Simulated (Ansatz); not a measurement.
**Defect calculation, host GaN**

Computed with DFT PBE, scalar-relativistic, plane waves, PAW in Ansatz. (420 eV cutoff, 2×2×2 k-mesh, shifted by half a step, Gaussian smearing of 0.01 eV, collinear spin in charge 0 alone)

Host crystal, relaxed:

```yaml
crystal:
  lattice:
    - [3.21837, 0.00000, 0.00000]
    - [-1.60919, 2.78719, 0.00000]
    - [0.00000, 0.00000, 5.24317]
  atoms:
    - { symbol: Ga, position: [0.66667, 0.33333, 0.49913] }
    - { symbol: Ga, position: [0.33333, 0.66667, 0.99913] }
    - { symbol: N, position: [0.66667, 0.33333, 0.87587] }
    - { symbol: N, position: [0.33333, 0.66667, 0.37587] }
```

Supercell of 36 atoms, rows in host cell vectors: 1 2 -1; 1 -1 -1; -2 -1 -1. Atoms relax at the host's cell from a start displaced at random by 0.06 Å near the defect, so other minima may exist. The cell is small, so energies carry finite-size errors of tenths of an eV. The host's Kohn–Sham gap is 1.71 eV. Atoms are taken from and returned to the elements' standard states. Charged cells are corrected for image charges with the computed static dielectric tensor (mean 10.9) and aligned with the host's potential at far atoms (alignment terms reach 0.09 eV; the program doubts the alignment in some charges, where it is up to 0.03 eV). No band-filling term is added, and the Fermi level counts from the host's valence band top.

The defect is an interstitial at (0.000, 0.000, 0.208) of the host cell.

```tsv
charge	E_f at the valence band top (eV)	over the neutral state (eV)	moment (μB)	largest move (Å)	atoms near the site
+1	0.18	-2.64	0.00	0.88	1 N at 1.04 Å
0	2.82	0.00	1.00	0.25	1 Ga at 2.02 Å, 2 Ga at 2.03 Å, 3 N at 2.20 Å, 3 N at 2.42 Å
-1	4.11	1.29	0.00	0.41	3 Ga at 1.85 Å, 3 N at 2.33 Å, 3 N at 2.38 Å
```

Among the charges computed the stable one is +1 at the valence band top and stays so across the gap. Other sites of the defect weren't tried.

**Question.** Which element is it? Judge by the nearest distance in charge 0 and covalent radii.
A. Mo
B. H
C. Ba
D. Tl
E. Y

**Answer.** B. The nearest neighbour is Ga at 2.02 Å, and the summed covalent radii with Ga are 3.37 Å for Ba, 1.53 Å for H, 2.76 Å for Mo, 2.67 Å for Tl, 3.12 Å for Y, so H fits best. Bonds can miss such sums by a tenth of an ångström or more.